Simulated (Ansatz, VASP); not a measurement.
Pd in VASP and in Ansatz

```
Pd
1.0
     0.00000    1.58801    1.58801
     1.58801    0.00000    1.58801
     1.58801    1.58801    0.00000
Pd
1
Direct
  0.00000 0.00000 0.00000
```

Change from the starting cell: volume scaled by 0.55, LAPW.

Alike in both runs: task single point; functional PBEsol; k mesh 19 × 19 × 19; occupations fermi-dirac, width 0.05 eV; no spin polarisation.

|  | VASP | Ansatz |
| --- | --- | --- |
| version | VASP 6.6.1 | Ansatz 0.2.0 |
| potentials or method | VASP PAW PBE potentials, release 64 (Pd), cutoff 520 eV | all-electron LAPW, scalar-relativistic |

|  | VASP | Ansatz | Ansatz less VASP |
| --- | --- | --- | --- |
| pressure (GPa) | 571.4 | 570.2 | -1.24 |

Ansatz ran all-electron here, so the differences hold the error of VASP's frozen core and of both bases.

Caveats: the cell as given lies far from equilibrium; so large a pressure means that the cell lies far from this level's equilibrium, or that cutoff or potentials fall short (VASP); the potentials were made for another functional, which shifts forces and pressure (VASP).
